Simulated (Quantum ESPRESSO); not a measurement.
MgO2:

```
Mg O
1.0
     1.60476    0.92651    3.49398
    -1.60476    0.92651    3.49398
     0.00000   -1.85302    3.49398
Mg O
1 2
Direct
  0.00000 0.00000 0.00000
  0.57121 0.57121 0.57121
  0.42879 0.42879 0.42879
```

The cell comes from a database or a generator and needn't be the stable form of this composition.

Base run:

| Item | Value |
| --- | --- |
| Program | Quantum ESPRESSO 7.5 |
| Functional | LDA |
| Potentials or basis | GBRV 1.5 LDA |
| Cutoff | 612 eV |
| Density cutoff | 4898 eV |
| k mesh | 10 × 10 × 10 |
| Occupations | fermi-dirac, width 0.05 eV |
| Spin | no spin polarisation |

Its results: band gap on the k mesh 2.23 eV, direct; pressure -9.4 GPa; largest force 0.224 eV/Å.

Q: The run is repeated on the same cell with these changes: functional from LDA to PBEsol; potentials or basis from GBRV 1.5 LDA to GBRV 1.5 PBEsol. What comes out?

A: Band gap on the k mesh 2.24 eV, direct; pressure -4.4 GPa; largest force 0.136 eV/Å.
